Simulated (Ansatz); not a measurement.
Crystal: Fe.

```
Fe
1.0
    -1.44300    1.44300    1.44300
     1.44300   -1.44300    1.44300
     1.44300    1.44300   -1.44300
Fe
1
Direct
  0.00000 0.00000 0.00000
```

Base run:

| Item | Value |
| --- | --- |
| Program | Ansatz 0.2.0 |
| Functional | PBEsol |
| Potentials or basis | all-electron LAPW, scalar-relativistic |
| Cutoff | 303 eV (chosen from the basis error) |
| Basis error allowed | 0.001 eV/atom |
| k mesh | 13 × 13 × 13 |
| Occupations | fermi-dirac, width 0.05 eV |
| Spin | collinear spin, ferromagnetic start |
| Starting moments | [3.0] μB |
| Hubbard terms | Fe d U = 2 eV |

Its results: band gap on the k mesh none (metal or under the smearing width); pressure -6.7 GPa; net moment 2.65 μB per cell; site moments Fe +2.73 μB.

Task: The run is repeated on the same cell with these changes: hubbard terms from Fe d U = 2 eV to none. What comes out?

Result: Band gap on the k mesh none (metal or under the smearing width); pressure -18.1 GPa; net moment 2.25 μB per cell; site moments Fe +2.31 μB.

Caveats: the magnetic state may not be the lowest (some runs); U is the effective U less J, on atomic orbitals that reach past the spheres (some runs); the U is typed as a test and isn't derived for this compound (some runs).
